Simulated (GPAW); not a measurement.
Runs of GPAW 26.7.0 on ZnSe (Stilleite). It takes space group F-43m (No. 216, cubic). Conventional cell: a = 5.668 Å, b = 5.668 Å, c = 5.668 Å, α = 90.00°, β = 90.00°, γ = 90.00°. Se (site symmetry -43m) has 4 Zn at 2.45 Å as nearest neighbours. Zn (site symmetry -43m) is surrounded by 4 Se at 2.45 Å. 

```csv
task,level,potentials or basis,spin,cell,k mesh,cutoff (eV),smearing,band path,band points,optimizer,fmax,max steps,gap on the mesh (eV),pressure (GPa),relaxed volume (Å³/atom)
band structure,r2SCAN,"GPAW PAW data sets (gpaw-data 1.2.1), pw",off,as given,8 × 8 × 8,600,fermi-dirac 0.05 eV,"GXWKGLUWLK,UX",100,-,-,-,1.87,-0.4,-
relaxation of cell and atoms,PBEsol+D4,"PAW data sets generated in the run's folder for this functional, pw",off,relaxed,8 × 8 × 8,600,fermi-dirac 0.05 eV,-,-,BFGS,0.02 eV/Å,60,1.33,0.1,21.89
band structure,BLYP,"PAW data sets generated in the run's folder for this functional, pw","SOC, no magnetisation",as given,7 × 7 × 7,600,fermi-dirac 0.05 eV,"GXWKGLUWLK,UX",60,-,-,-,1.11,(a),-
single point,PBE,"GPAW PAW data sets (gpaw-data 1.2.1), pw",off,as given,8 × 8 × 8,600,gaussian 0.015 eV,-,-,-,-,-,1.30,2.1,-
electron localisation function,AM05,"PAW data sets generated in the run's folder for this functional, pw",off,as given,5 × 5 × 5,510,fermi-dirac 0.01 eV,-,-,-,-,-,1.28,-0.6,-
band structure,rSCAN,"GPAW PAW data sets (gpaw-data 1.2.1), pw","SOC, no magnetisation",as given,7 × 7 × 7,600,fermi-dirac 0.05 eV,"GXWKGLUWLK,UX",80,-,-,-,1.71,-0.4,-
relaxation of cell and atoms,PBEsol,"PAW data sets generated in the run's folder for this functional, pw",off,relaxed,8 × 8 × 8,600,fermi-dirac 0.05 eV,-,-,BFGS,0.02 eV/Å,40,1.25,0.0,(b)
band structure,PBEsol,"PAW data sets generated in the run's folder for this functional, pw","SOC, no magnetisation",as given,7 × 7 × 7,600,fermi-dirac 0.05 eV,"GXWKGLUWLK,UX",60,-,-,-,1.04,-1.1,-
```

Q: Estimate the missing entries.

A: (a) 5.1; (b) 22.34.

Caveats: spin-orbit coupling was added after a scalar SCF, so levels and gaps hold it while energy, forces, pressure and moments don't (some runs); this program's spin-orbit splittings come out too wide for heavy elements (some runs); the PAW data sets were made with another functional, which shifts forces and pressure a little (some runs); later steps reuse the first step's grids (some runs); the cutoff is short for stress and forces, so pressures can be off by a GPa or more (some runs).

A k mesh can miss the band edges, and rows without SOC leave out spin-orbit coupling on Se.
